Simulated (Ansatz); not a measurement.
ZnO: ⁶⁷Zn NMR of the central transition

Cell: a structure deposited in the COD, its atoms then relaxed with PBE in this cell.

```xyz
4
Lattice="3.2494 0.0000 0.0000 -1.6247 2.8141 0.0000 0.0000 0.0000 5.2038" Properties=species:S:1:pos:R:3 pbc="T T T"
Zn    0.0000    1.8760    0.0025
Zn    1.6247    0.9380    2.6044
O     0.0000    1.8760    1.9859
O     1.6247    0.9380    4.5878
```

Sites (sets of like atoms) are named by element and the number of their first atom in this list.

Computed with Ansatz: DFT, LDA, plane waves and PAW, scalar-relativistic, 420 eV cutoff, Γ-centred 11×11×6 k-points, Fermi–Dirac smearing 0.02 eV.

⁶⁷Zn has I = 5/2 and Q = 122.0 mb (Pyykkö 2018); at 18.8 T its Larmor frequency is ν₀ = 50.2 MHz. Only the quadrupole interaction is simulated: positions count from each site's isotropic chemical shift, and J coupling is left out, as are shift anisotropy and dipolar coupling, which fast spinning averages.

Simulated pattern of one Zn site (fast magic-angle spinning, Gaussian broadening 0.01 kHz):

```csv
offset (kHz),height
-0.7669,0
-0.7489,0
-0.7308,3
-0.7128,4
-0.6948,4
-0.6768,4
-0.6588,4
-0.6408,4
-0.6228,4
-0.6048,5
-0.5867,5
-0.5687,6
-0.5507,5
-0.5327,5
-0.5147,5
-0.4967,6
-0.4787,6
-0.4607,73
-0.4426,66
-0.4246,46
-0.4066,40
-0.3886,35
-0.3706,34
-0.3526,32
-0.3346,32
-0.3166,31
-0.2985,31
-0.2805,31
-0.2625,32
-0.2445,33
-0.2265,34
-0.2085,36
-0.1905,38
-0.1724,42
-0.1544,48
-0.1364,59
-0.1184,100
-0.1004,67
-0.0824,0
-0.0644,0
```

Problem. Which |C_Q| and η does the pattern imply?

Solution. The pattern spans 0.630 kHz before broadening and its centre of gravity is at -0.294 kHz, which fixes P_Q; the places of the horns and steps fix η. That gives P_Q = 1.57 MHz, |C_Q| = 1.57 MHz and η = 0.00. The sign of C_Q can't be read from the pattern.

An axis of threefold or higher order runs through Zn, so V_zz lies along it and η is zero.

At this cell the LDA pressure is -7 GPa, so with LDA the cell would shrink if it were relaxed. With a gap of 0.7 eV on this mesh, small gradients can still move by 0.1 × 10²¹ V/m² or more as the k-mesh gets denser.
